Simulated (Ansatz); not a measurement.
LaAlO₃ (model structure, started from the R-3c-perovskite type, R-3c, No. 167, 10 atoms in the cell), treated with PBEsol (Ansatz, a quantum-chemistry and plane-wave program, plane waves, PAW).

Settings: plane-wave cutoff 520 eV, 8×8×8 k mesh, Fermi–Dirac smearing 0.01 eV, scalar-relativistic PAW data made under PBE.

Cell (relaxed at this level):

```
AlLaO3
1.0
    2.67639     1.54522     4.34936
   -2.67639     1.54522     4.34936
    0.00000    -3.09043     4.34936
La Al O
2 2 6
Direct
  0.25000   0.25000   0.25000
  0.75000   0.75000   0.75000
  0.00000   0.00000   0.00000
  0.50000   0.50000   0.50000
  0.78574   0.71426   0.25000
  0.25000   0.78574   0.71426
  0.71426   0.25000   0.78574
  0.21426   0.28574   0.75000
  0.75000   0.21426   0.28574
  0.28574   0.75000   0.21426
```

Give the computed band gap and smallest direct gap on the k points sampled.


- band gap = 3.94 eV
- smallest direct gap on the k points sampled = 3.96 eV

Spin–orbit coupling is not included.

It cost roughly 29 core-seconds of CPU time.

A model structure was made by putting elements into a prototype or built by hand; here it ended with the formula and space group of a phase in our tables.
